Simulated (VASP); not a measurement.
# Te2Mo in VASP: settings compared

One sheet, Te2Mo, is run at these levels: PBEsol, LDA; tasks: single point, relaxation of the atoms.

Program: VASP 6.6.1. These are calculated values, not measurements. Logs are shortened: lines on timing, memory, paths and dates and some standing lists are left out, and cuts for length are marked.

### Step 1. The sheet as given

The cell holds a sheet with vacuum, 3 atoms: a = 3.518 Å, b = 3.518 Å, c = 18.000 Å, α = 90.00°, β = 90.00°, γ = 120.00°.

### Step 2. Single point, PBEsol

The input, INCAR:

```
SYSTEM = Te2Mo
PREC     = Accurate       ! precision mode
ENCUT    = 520            ! plane-wave cutoff, eV
EDIFF    = 1E-6           ! SCF threshold, eV
ISMEAR   = 0              ! smearing method
SIGMA    = 0.05           ! smearing width, eV
LREAL    = .FALSE.        ! projectors in reciprocal space
LASPH    = .TRUE.         ! aspherical terms in the spheres
NELM     = 100            ! most SCF steps
ALGO     = Fast           ! electronic algorithm
ISIF     = 2              ! what is computed and relaxed
LWAVE    = .FALSE.        ! write WAVECAR
LCHARG   = .TRUE.         ! write CHGCAR
GGA      = PS             ! functional
LELF     = .TRUE.         ! ELF
LVHAR    = .TRUE.       
NBANDS   = 20             ! bands
```

The input, KPOINTS:

```
regular mesh
0
G
  12 12 1
  0 0 0
```

The input, POSCAR:

```
Te2Mo
1.0
    3.5182000000      0.0000000000      0.0000000000
   -1.7591000000      3.0468505756      0.0000000000
    0.0000000000      0.0000000000     18.0000000000
Mo Te
1 2
Direct
    0.0000000000      0.0000000000      0.5000000000
    0.3333333333      0.6666666667      0.5996087768
    0.3333333333      0.6666666667      0.4003912232
```

Potentials or basis: VASP PAW PBE potentials, release 64 (Mo_sv, Te).

Launch:

```console
$ cat potpaw_PBE.64/Mo_sv/POTCAR potpaw_PBE.64/Te/POTCAR > POTCAR
$ mpirun -np 1 vasp_std > vasp.out
```

OUTCAR:

```text
SYSTEM = Te2Mo
   PREC = Accurate
   ENCUT = 520
   EDIFF = 1E-6
   ISMEAR = 0
   LREAL = .FALSE.
   LASPH = .TRUE.
   NELM = 100
   ISIF = 2
   GGA = PS

 ion  position               nearest neighbor table
   1  0.000  0.000  0.500-   2 2.71   3 2.71   2 2.71   3 2.71   2 2.71   3 2.71
   2  0.333  0.667  0.600-   1 2.71   1 2.71   1 2.71   3 3.59
   3  0.333  0.667  0.400-   1 2.71   1 2.71   1 2.71   2 3.59

  LATTYP: Found a hexagonal cell.
 ALAT       =     3.5182000000
 C/A-ratio  =     5.1162526292

  Lattice vectors:

 A1 = (   3.5182000000,   0.0000000000,   0.0000000000)
 A2 = (  -1.7591000000,   3.0468505756,   0.0000000000)
 A3 = (   0.0000000000,   0.0000000000,  18.0000000000)

Analysis of symmetry for initial positions (statically):
=====================================================================
 Subroutine PRICEL returns:
 Original cell was already a primitive cell.

 Routine SETGRP: Setting up the symmetry group for a
 hexagonal supercell.

 Subroutine GETGRP returns: Found 12 space group operations
 (whereof 12 operations were pure point group operations)
 out of a pool of 24 trial point group operations.

The static configuration has the point symmetry D_3h.

Analysis of symmetry for dynamics (positions and initial velocities):
=====================================================================
 Subroutine PRICEL returns:
 Original cell was already a primitive cell.

 Routine SETGRP: Setting up the symmetry group for a
 hexagonal supercell.

 Subroutine GETGRP returns: Found 12 space group operations
 (whereof 12 operations were pure point group operations)
 out of a pool of 24 trial point group operations.

The dynamic configuration has the point symmetry D_3h.

 Subroutine INISYM returns: Found 12 space group operations
 (whereof 12 operations are pure point group operations),
 and found     1 'primitive' translations

----------------------------------------------------------------------------------------

                                     Primitive cell

  volume of cell :     192.9497

  direct lattice vectors                    reciprocal lattice vectors
     3.518200000  0.000000000  0.000000000     0.284236257  0.164103880  0.000000000
    -1.759100000  3.046850576  0.000000000     0.000000000  0.328207759  0.000000000
     0.000000000  0.000000000 18.000000000     0.000000000  0.000000000  0.055555556

  length of vectors
     3.518200000  3.518200000 18.000000000     0.328207759  0.328207759  0.055555556

  position of ions in fractional coordinates (direct lattice)
     0.000000000  0.000000000  0.500000000
     0.333333333  0.666666667  0.599608777
     0.333333333  0.666666667  0.400391223

  ion indices of the primitive-cell ions
   primitive index   ion index
                 1           1
                 2           2
                 3           3

----------------------------------------------------------------------------------------

 KPOINTS: regular mesh

Automatic generation of k-mesh.
 Grid dimensions read from file:
 generate k-points for:   12   12    1

 Generating k-lattice:

  Cartesian coordinates                     Fractional coordinates (reciprocal lattice)
     0.023686355  0.013675323  0.000000000     0.083333333  0.000000000  0.000000000
     0.000000000  0.027350647  0.000000000     0.000000000  0.083333333  0.000000000
     0.000000000  0.000000000  0.055555556     0.000000000  0.000000000  1.000000000

  Length of vectors
     0.027350647  0.027350647  0.055555556

  Shift w.r.t. Gamma in fractional coordinates (k-lattice)
     0.000000000  0.000000000  0.000000000

 Subroutine IBZKPT returns following result:
 ===========================================

 Found     19 irreducible k-points:

 Following reciprocal coordinates:
            Coordinates               Weight
  0.000000  0.000000  0.000000      1.000000
  0.083333  0.000000  0.000000      6.000000
  0.166667  0.000000  0.000000      6.000000
  0.250000  0.000000  0.000000      6.000000
  0.333333  0.000000  0.000000      6.000000
  0.416667  0.000000  0.000000      6.000000
[... 11 lines left out ...]
  0.333333  0.250000  0.000000     12.000000
  0.333333  0.333333  0.000000      2.000000
   k-points           NKPTS =     19   k-points in BZ     NKDIM =     19   number of bands    NBANDS=     20
   number of dos      NEDOS =    301   number of ions     NIONS =      3
   total plane-waves  NPLWV = 109760
   dimension x,y,z NGX =    28 NGY =   28 NGZ =  140
   dimension x,y,z NGXF=    56 NGYF=   56 NGZF=  280
   ions per type =               1   2
   NGX,Y,Z   is equivalent  to a cutoff of  13.23, 13.23, 12.93 a.u.
   NGXF,Y,Z  is equivalent  to a cutoff of  26.46, 26.46, 25.86 a.u.
 SYSTEM =  Te2Mo
   PREC   = accura    normal or accurate (medium, high low for compatibility)
   ISTART =      0    job   : 0-new  1-cont  2-samecut
   ICHARG =      2    charge: 1-file 2-atom 10-const
   ISPIN  =      1    spin polarized calculation?
   LNONCOLLINEAR =      F non collinear calculations
   LSORBIT =      F    spin-orbit coupling
   LASPH  =      T    aspherical Exc in radial PAW
   ENCUT  =  520.0 eV  38.22 Ry    6.18 a.u.   6.54  6.54 33.47*2*pi/ulx,y,z
   NELM   =    100;   NELMIN=  2; NELMDL= -5     # of ELM steps
   EDIFF  = 0.1E-05   stopping-criterion for ELM
[... 8 lines left out ...]
   TEBEG  =    0.0;   TEEND  =   0.0 temperature during run
   PSTRESS=    0.0 pullay stress
   NELECT =      26.0000    total number of electrons
   NUPDOWN=      -1.0000    fix difference up-down
   EMIN   =  10.00;   EMAX   =-10.00  energy-range for DOS
   EFERMI =   0.00;   METHOD = LEGACY
   ISMEAR =     0;   SIGMA  =   0.05  broadening in eV -4-tet -1-fermi 0-gaus
   EFERMI_NEDOS =   21; number of points for ismear=-14 and -15
   IALGO  =     68    algorithm
   IMIX   =      4    mixing-type and parameters
     AMIX     =   0.40;   BMIX     =  1.00
     AMIX_MAG =   1.60;   BMIX_MAG =  1.00
  volume/ion in A,a.u.               =      64.32       434.03
  Fermi-wavevector in a.u.,A,eV,Ry     =   0.839301  1.586049  9.584306  0.704427
  Thomas-Fermi vector in A             =   1.953497
   LORBIT       =      0    0 simple, 1 ext, 2 COOP (PROOUT), +10 PAW based schemes
   GGA     = PS    functional components
   LHFCALC =     F    Hartree Fock is set to
   AEXX    =    0.0000 exact exchange contribution
   IVDW    =     0    specifies the selected vdW correction
   LEPSILON=     F    determine dielectric tensor
   LRPA    =     F    only Hartree local field effects (RPA)
 non-spin polarized calculation
 RMM-DIIS sequential band-by-band and
 Gauss-broadening in eV      SIGMA  =   0.05
  energy-cutoff  :      520.00
  volume of cell :      192.95
 maximum number of plane-waves:      5247
 NGX is ok and might be reduce to    28
   NGX = 13   NGY = 13   NGZ = 67

 number of electron      25.9999997 magnetization

 Free energy of the ion-electron system (eV)
  ---------------------------------------------------
  ext. energy  EPLUGINS =         0.00000000
  ---------------------------------------------------
  free energy    TOTEN  =       -19.61032537 eV

  energy without entropy =      -19.61032537  energy(sigma->0) =      -19.61032537

 E-fermi :   0.3612     XC(G=0):  -4.6830

 val. band max:        0.0039576154   @ k =   0.3333   0.3333   0.0000
 cond. band min:       1.1370898495   @ k =   0.3333   0.3333   0.0000
 fundamental gap:      1.1331322341
 Fermi energy:         0.3611944029

 k-point     1 :       0.0000    0.0000    0.0000
  band No.  band energies     occupation
      1     -60.5356      2.00000
      2     -34.7347      2.00000
      3     -34.6038      2.00000
      4     -34.6038      2.00000
      5     -12.6924      2.00000
      6     -11.6994      2.00000
[... 12 lines left out ...]
     19       4.7623      0.00000
     20       6.2438      0.00000

 k-point     2 :       0.0833    0.0000    0.0000
  band No.  band energies     occupation
      1     -60.5350      2.00000
      2     -34.7327      2.00000
      3     -34.6128      2.00000
      4     -34.6059      2.00000
      5     -12.5942      2.00000
      6     -11.6320      2.00000
[... 12 lines left out ...]
     19       4.8807      0.00000
     20       5.7097      0.00000

 k-point     3 :       0.1667    0.0000    0.0000
  band No.  band energies     occupation
      1     -60.5331      2.00000
      2     -34.7272      2.00000
      3     -34.6372      2.00000
      4     -34.6115      2.00000
      5     -12.3088      2.00000
      6     -11.4363      2.00000
[... 12 lines left out ...]
     19       5.2202      0.00000
     20       6.0192      0.00000

 k-point     4 :       0.2500    0.0000    0.0000
  band No.  band energies     occupation
      1     -60.5306      2.00000
      2     -34.7198      2.00000
      3     -34.6704      2.00000
      4     -34.6193      2.00000
      5     -11.8675      2.00000
      6     -11.1358      2.00000
[... 12 lines left out ...]
     19       5.7402      0.00000
     20       6.5119      0.00000

 k-point     5 :       0.3333    0.0000    0.0000
  band No.  band energies     occupation
      1     -60.5282      2.00000
      2     -34.7123      2.00000
      3     -34.7034      2.00000
      4     -34.6270      2.00000
      5     -11.3371      2.00000
      6     -10.7819      2.00000
[... 12 lines left out ...]
     19       5.9313      0.00000
     20       6.1570      0.00000

 k-point     6 :       0.4167    0.0000    0.0000
  band No.  band energies     occupation
      1     -60.5263      2.00000
      2     -34.7274      2.00000
      3     -34.7068      2.00000
      4     -34.6326      2.00000
      5     -10.8542      2.00000
      6     -10.4723      2.00000
[... 12 lines left out ...]
     19       5.9925      0.00000
     20       6.3756      0.00000

 k-point     7 :       0.5000    0.0000    0.0000
  band No.  band energies     occupation
      1     -60.5257      2.00000
      2     -34.7361      2.00000
      3     -34.7048      2.00000
      4     -34.6347      2.00000
      5     -10.6447      2.00000
      6     -10.3437      2.00000
[... 12 lines left out ...]
     19       5.9758      0.00000
     20       6.6570      0.00000
[... 162 lines left out ...]
 k-point    15 :       0.3333    0.1667    0.0000
  band No.  band energies     occupation
      1     -60.5257      2.00000
      2     -34.7196      2.00000
      3     -34.7048      2.00000
      4     -34.6515      2.00000
      5     -10.6934      2.00000
      6     -10.3557      2.00000
[... 12 lines left out ...]
     19       6.9083      0.00000
     20       6.9293      0.00000

 k-point    16 :       0.4167    0.1667    0.0000
  band No.  band energies     occupation
      1     -60.5251      2.00000
      2     -34.7254      2.00000
      3     -34.7031      2.00000
      4     -34.6550      2.00000
      5     -10.5087      2.00000
      6     -10.2391      2.00000
[... 12 lines left out ...]
     19       6.9673      0.00000
     20       7.0922      0.00000

 k-point    17 :       0.2500    0.2500    0.0000
  band No.  band energies     occupation
      1     -60.5257      2.00000
      2     -34.7119      2.00000
      3     -34.7048      2.00000
      4     -34.6593      2.00000
      5     -10.7091      2.00000
      6     -10.3596      2.00000
[... 12 lines left out ...]
     19       6.4261      0.00000
     20       7.0125      0.00000

 k-point    18 :       0.3333    0.2500    0.0000
  band No.  band energies     occupation
      1     -60.5247      2.00000
      2     -34.7138      2.00000
      3     -34.7021      2.00000
      4     -34.6723      2.00000
      5     -10.4300      2.00000
      6     -10.1764      2.00000
[... 12 lines left out ...]
     19       5.9972      0.00000
     20       7.1887      0.00000

 k-point    19 :       0.3333    0.3333    0.0000
  band No.  band energies     occupation
      1     -60.5244      2.00000
      2     -34.7047      2.00000
      3     -34.7011      2.00000
      4     -34.6869      2.00000
      5     -10.3299      2.00000
      6     -10.1068      2.00000
[... 12 lines left out ...]
     19       5.1813      0.00000
     20       7.3948      0.00000

------------------------ aborting loop because EDIFF is reached ----------------------------------------

  FORCE on cell =-STRESS in cart. coord.  units (eV):
  Direction    XX          YY          ZZ          XY          YZ          ZX
  --------------------------------------------------------------------------------------
  -------------------------------------------------------------------------------------
  Total       -0.5174119     -0.5174119      0.0966208     -0.0000000     -0.0000000      0.0000000
  in kB       -4.2963811     -4.2963811      0.8023004     -0.0000000     -0.0000000      0.0000000
  external PRESSURE =      -2.5968206 kB  Pullay stress =       0.0000000 kB

 VOLUME and BASIS-vectors are now :
 -----------------------------------------------------------------------------
  energy-cutoff  :      520.00
  volume of cell :      192.95
      direct lattice vectors                 reciprocal lattice vectors
     3.518200000  0.000000000  0.000000000     0.284236257  0.164103880  0.000000000
    -1.759100000  3.046850576  0.000000000     0.000000000  0.328207759  0.000000000
     0.000000000  0.000000000 18.000000000     0.000000000  0.000000000  0.055555556

 POSITION                                       TOTAL-FORCE (eV/Angst)
 -----------------------------------------------------------------------------------
      0.00000      0.00000      9.00000        -0.000000      0.000000      0.000000
     -0.00000      2.03123     10.79296        -0.000000      0.000000      0.030270
     -0.00000      2.03123      7.20704         0.000000      0.000000     -0.030270
 -----------------------------------------------------------------------------------
    total drift:                                0.000000     -0.000000     -0.000000

  FREE ENERGIE OF THE ION-ELECTRON SYSTEM (eV)
  ---------------------------------------------------
  free  energy   TOTEN  =       -19.6103253713 eV

  energy  without entropy=      -19.6103253713  energy(sigma->0) =      -19.61032537
```

It took 62 s on 1 thread of Intel Xeon 6975P-C (Granite Rapids), shared host; peak memory 0.34 GiB.

Results:

```yaml
Free_energy: -19.6103 eV
Largest_force: 0.030 eV/Å
Band_gap_on_the_k_mesh: 1.13 eV, direct
```

Forces on the atoms (eV/Å):
```
Mo   0.000  0.000  0.000
Te   0.000  0.000  0.030
Te   0.000  0.000 -0.030
```

Levels at points of the mesh, in eV from the valence-band top:
```csv
k point,band 10,band 11,band 12,band 13,band 14,band 15,band 16,band 17
"(0.00, 0.00, 0.00)",-1.68,-0.87,-0.87,-0.47,3.21,3.21,3.51,3.51
"(0.50, 0.00, 0.00)",-2.31,-1.61,-0.75,-0.26,1.48,1.81,3.37,3.82
```

Caveat: the PAW data sets were made with another functional, which shifts forces and pressure a little; spin-orbit coupling is left out, which moves the levels of the heavy elements.

### Step 3. Relaxation of the atoms, PBEsol

The input, INCAR:

```
SYSTEM = Te2Mo
ALGO = Normal
EDIFF = 1E-6
EDIFFG = -0.003
ENCUT = 520
GGA = PS
IBRION = 2
ISIF = 2
ISMEAR = 0
LASPH = .True.
LCHARG = .False.
LREAL = .False.
LWAVE = .False.
NELM = 100
NSW = 80
PREC = Accurate
SIGMA = 0.05
```

The input, KPOINTS:

```
k-points
0
Gamma
  12 12 1
  0 0 0
```

The input, POSCAR:

```
Te2Mo
1.0
    3.5182000000      0.0000000000      0.0000000000
   -1.7591000000      3.0468505756      0.0000000000
    0.0000000000      0.0000000000     18.0000000000
Mo Te
1 2
Direct
    0.0000000000      0.0000000000      0.5000000000
    0.3333330000      0.6666670000      0.6005560000
    0.3333330000      0.6666670000      0.3994440000
```

Potentials or basis: VASP PAW PBE potentials, release 64 (Mo_sv, Te).

Launch:

```console
$ cat potpaw_PBE.64/Mo_sv/POTCAR potpaw_PBE.64/Te/POTCAR > POTCAR
$ mpirun -np 1 vasp_std > vasp.out
```

Run time: 83 s. Hardware: 1 thread of Intel Xeon 6975P-C (Granite Rapids), shared host; peak memory 0.36 GiB.

The run converged. Its results:

```yaml
Free_energy: -19.6104 eV
Energy_gained_by_relaxing: 1.0 meV/atom
Ionic_steps: 3
Band_gap_on_the_k_mesh: 1.14 eV, direct
```

Forces in eV/Å, atoms in the order of the input:
```
Mo   0.000  0.000  0.000
Te   0.000  0.000 -0.002
Te   0.000  0.000  0.002
```

Step by step:
| step | energy change (eV) | largest force (eV/Å) | pressure (GPa) |
| --- | --- | --- | --- |
| 1 | 0.0000 | 0.2060 | -0.67 |
| 2 | -0.0028 | 0.0697 | -0.43 |
| 3 | -0.0031 | 0.0022 | -0.32 |

Final structure:
```
Mo Te
1.0
     3.51820    0.00000    0.00000
    -1.75910    3.04685    0.00000
     0.00000    0.00000   18.00000
Mo Te
1 2
Direct
  0.00000 0.00000 0.50000
  0.33333 0.66667 0.59974
  0.33333 0.66667 0.40026
```

Levels at points of the mesh, in eV from the valence-band top:
```tsv
k point	band 10	band 11	band 12	band 13	band 14	band 15	band 16	band 17
(0.00, 0.00, 0.00)	-1.67	-0.86	-0.86	-0.48	3.20	3.20	3.51	3.51
(0.50, 0.00, 0.00)	-2.31	-1.62	-0.75	-0.25	1.48	1.81	3.37	3.81
```

Caveat: the PAW data sets were made with another functional, which shifts forces and pressure a little; spin-orbit coupling is left out, which moves the levels of the heavy elements. As with any semilocal functional, this PBEsol gap is likely too small.

### Step 4. Single point, LDA, non-collinear spin, zero start, spin-orbit coupling

The input, INCAR:

```
ALGO = Normal
EDIFF = 1E-6
ENCUT = 520
GGA = CA
GGA_COMPAT = False
ISIF = 2
ISMEAR = 0
LASPH = True
LCHARG = False
LMAXMIX = 4
LNONCOLLINEAR = True
LORBIT = 11
LORBMOM = True
LREAL = False
LSORBIT = True
LWAVE = False
MAGMOM = 0 0 0 0 0 0 0 0 0
NBANDS = 39
NELM = 150
PREC = Accurate
SIGMA = 0.03
```

The input, KPOINTS:

```
k-points
0
Gamma
  12 12 1
```

The input, POSCAR:

```
Te2Mo
1.0
    3.5182000000      0.0000000000      0.0000000000
   -1.7591000000      3.0468505756      0.0000000000
    0.0000000000      0.0000000000     18.0000000000
Mo Te
1 2
Direct
    0.0000000000      0.0000000000      0.5000000000
    0.3333333333      0.6666666667      0.5996087768
    0.3333333333      0.6666666667      0.4003912232
```

Potentials or basis: VASP PAW LDA potentials, release 64 (Mo_sv, Te).

Launch:

```console
$ cat potpaw_LDA.64/Mo_sv/POTCAR potpaw_LDA.64/Te/POTCAR > POTCAR
$ mpirun -np 1 vasp_ncl > vasp.out
```

Wall time 9.5 min (1 thread of Intel Xeon 6975P-C (Granite Rapids), shared host); peak memory 0.77 GiB.

It converged, with:

```yaml
Free_energy: -20.7671 eV
Largest_force: 0.183 eV/Å
Net_moment: 0.00 μB per cell
Valence_electrons_inside_the_program's_atomic_spheres: Mo 12.42; Te 3.45
```

Forces in eV/Å, atoms in the order of the input:
```
Mo   0.000  0.000  0.000
Te   0.000  0.000 -0.183
Te   0.000  0.000  0.183
```

Moments on the atoms (μB; x, y, z):
```
Mo  0.00 0.00 0.00
Te  0.00 0.00 0.00
Te  0.00 0.00 0.00
```

### Step 5. Overview

| task | level | potentials or basis | spin | cell | smearing | gap on the mesh (eV) | largest force (eV/Å) |
| --- | --- | --- | --- | --- | --- | --- | --- |
| single point | PBEsol | VASP PAW PBE potentials, release 64 (Mo_sv, Te) | off | as given | gaussian 0.05 eV | 1.13 | 0.03 |
| relaxation of the atoms | PBEsol | VASP PAW PBE potentials, release 64 (Mo_sv, Te) | off | atoms relaxed | gaussian 0.05 eV | 1.14 | - |
| single point | LDA | VASP PAW LDA potentials, release 64 (Mo_sv, Te) | non-collinear, zero start, SOC | as given | gaussian 0.03 eV | - | 0.18 |

Alike in all rows: k mesh 12 × 12 × 1; cutoff (eV) 520.

Caveats: the PAW data sets were made with another functional, which shifts forces and pressure a little (some runs); spin-orbit coupling is left out, which moves the levels of the heavy elements (some runs).

Total energies depend on the potentials used, so only differences within one code and one set of settings carry meaning.
